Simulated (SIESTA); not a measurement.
Crystal: InP.

```xyz
2
Lattice="0.0000 2.9305 2.9305 2.9305 0.0000 2.9305 2.9305 2.9305 0.0000" Properties=species:S:1:pos:R:3 pbc="T T T"
In    0.0000    0.0000    0.0000
P     4.3957    4.3957    4.3957
```

Base run:

| Item | Value |
| --- | --- |
| Program | SIESTA 5.4.2 |
| Functional | PBE |
| Potentials or basis | PseudoDojo 0.4 standard (PBE files) |
| Basis | DZP (energy shift 0.01 Ry) |
| Grid cutoff | 500 Ry |
| Energy shift | 0.01 Ry |
| k mesh | 8 × 8 × 8 |
| Occupations | fermi-dirac, width 0.05 eV |
| Spin | no spin polarisation |

Its results: band gap on the k mesh 0.91 eV, direct; pressure 3.0 GPa.

Question: The run is repeated on the same cell with these changes: basis from DZP (energy shift 0.01 Ry) to DZ (energy shift 0.01 Ry). What comes out?

Answer: Band gap on the k mesh 0.89 eV, direct; pressure 4.2 GPa.

Caveats: semicore shells carry a single zeta, which can move pressures by several GPa and volumes by a few percent; spin-orbit coupling is left out, which moves the levels of the heavy elements; the basis of atomic orbitals isn't converged, which shifts pressures, moduli and gaps; the basis has no polarisation orbitals (some runs).
